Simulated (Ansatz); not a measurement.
Wanted: the native input for an Ansatz 0.2.0 run.

* Task: single point
* Functional: LDA
* Potentials or basis: Ansatz PAW
* Cutoff: 420 eV (not typed: the program's choice for these potentials)
* k mesh: 6 × 6 × 4
* Occupations: gaussian, width 0.05 eV
* Spin: collinear spin, ferromagnetic start
* Starting moments: [0.5, 0.0, 0.0] μB
* Hubbard terms: Pt d U = 8 eV
* Hubbard projectors: ortho-atomic (the default)
* Double counting: fll (the default)

PtSe2:

```
CELL_PARAMETERS angstrom
3.28021 -2.01083 0.00000
3.28021 2.01083 0.00000
-0.00323 0.00000 4.62578
ATOMIC_POSITIONS crystal
Pt 0.00000 0.00000 0.00000
Se 0.68790 0.68790 0.28890
Se 0.31210 0.31210 0.71110
```

The cell was built by a generator and isn't the measured one.

These files were run (other wordings do the same):

input.yaml

```yaml
crystal:
  lattice:
    - [3.28020821, -2.01083288, 0.0]
    - [3.28020821, 2.01083288, 0.0]
    - [-0.00322941, 0.0, 4.62578143]
  atoms:
    - { symbol: Pt, position: [0.0, 0.0, 0.0], spin: 0.5 }
    - { symbol: Se, position: [0.6879, 0.6879, 0.2889] }
    - { symbol: Se, position: [0.3121, 0.3121, 0.7111] }
hamiltonian:
  xc: lda
  pseudopotentials: { kind: paw }
  hubbard: { sites: [{ species: Pt, l: d, u_eff: 8.0 }] }
magnetization:
  spin_polarized: true
kpoints:
  mp_grid: { grid: [6, 6, 4] }
scf:
  occupations: { method: gaussian, width: 0.05 }
output:
  forces: true
  stress: true
  eigenvalues: true
```

Potentials or basis: Ansatz PAW.

Launch:

```console
$ ansatz run input.yaml --threads 2 --pin off --max-ram 5632MiB --backend cpu --events-out ev --progress --plain --runs-dir out
```

Results of the run:

The pressure is -8.4 GPa. The largest force is 0.581 eV/Å. The band gap on the k mesh is none (metal or under the smearing width). The net moment is 0.00 μB per cell. The absolute moment is 0.00 μB per cell.

Caveat: the magnetic or orbital state may not be the lowest; the PAW data sets come from PBE, with cores solved anew for the run's functional, which leaves a small shift of forces and pressure; the starting moments weren't kept.

It took 9.1 s on 2 threads of Arm Neoverse V2, on a shared host, peak memory 0.48 GiB.
